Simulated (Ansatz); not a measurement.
## Y, before and after

The cell of Y is invented: random cell by space group and Wyckoff sites (Cmmm, No. 65). The dimensions are guesses.

start.cif

```cif
data_structure
_symmetry_space_group_name_H-M 'Cmmm'
_symmetry_Int_Tables_number 65
_cell_length_a 4.0999
_cell_length_b 6.3039
_cell_length_c 5.6558
_cell_angle_alpha 90.000
_cell_angle_beta 90.000
_cell_angle_gamma 90.000
_cell_volume 146.17
loop_
_atom_site_label
_atom_site_type_symbol
_atom_site_symmetry_multiplicity
_atom_site_Wyckoff_symbol
_atom_site_fract_x
_atom_site_fract_y
_atom_site_fract_z
_atom_site_occupancy
Y1 Y 2 a 0.00000 0.00000 0.00000 1
```

The calculation used DFT PBE, scalar-relativistic, plane waves, PAW (Ansatz). Cutoff 420 eV, Gaussian smearing, Γ-centred meshes. Cell and atoms relax first on a coarse mesh and then on a finer one. In between, the cell is made exact in the group found at 0.06 Å. In metals the finer mesh still leaves noise of several meV/atom or more. The steps can't lower the symmetry of their start. No spin polarisation.

end.cif

```cif
data_structure
_symmetry_space_group_name_H-M 'P6/mmm'
_symmetry_Int_Tables_number 191
_cell_length_a 3.4215
_cell_length_b 3.4215
_cell_length_c 3.3315
_cell_angle_alpha 90.000
_cell_angle_beta 90.000
_cell_angle_gamma 120.000
_cell_volume 33.78
loop_
_atom_site_label
_atom_site_type_symbol
_atom_site_symmetry_multiplicity
_atom_site_Wyckoff_symbol
_atom_site_fract_x
_atom_site_fract_y
_atom_site_fract_z
_atom_site_occupancy
Y1 Y 1 a 0.00000 0.00000 0.00000 1
```

The symmetry goes from Cmmm (No. 65) to P6/mmm (No. 191). The end has the simple hexagonal type. The volume per atom shrinks by 53.8 %, from 73.1 to 33.8 Å³. The shortest distance goes from 3.76 Å (Y–Y) to 3.33 Å (Y–Y). The energy falls by about 1.2 eV/atom (the start's value is from the coarse mesh).

```yaml
Volume_per_atom: 33.78 Å³
Density: 4.37 g/cm³
Energy_over_the_standard_state: +0.46 eV/atom
Gap_on_the_18×18×18_mesh_of_the_1-atom_cell: 0 eV (a metal)
```

Energies count from the standard state of Y at the same level. It lies above the standard state, so it could only be metastable.

The last run used Gaussian smearing of 0.10 eV. A structure relaxed within its symmetry needn't be a true minimum. In all, the 4 runs took 95 s on 1 thread of Arm Neoverse N1, with other jobs on the host.
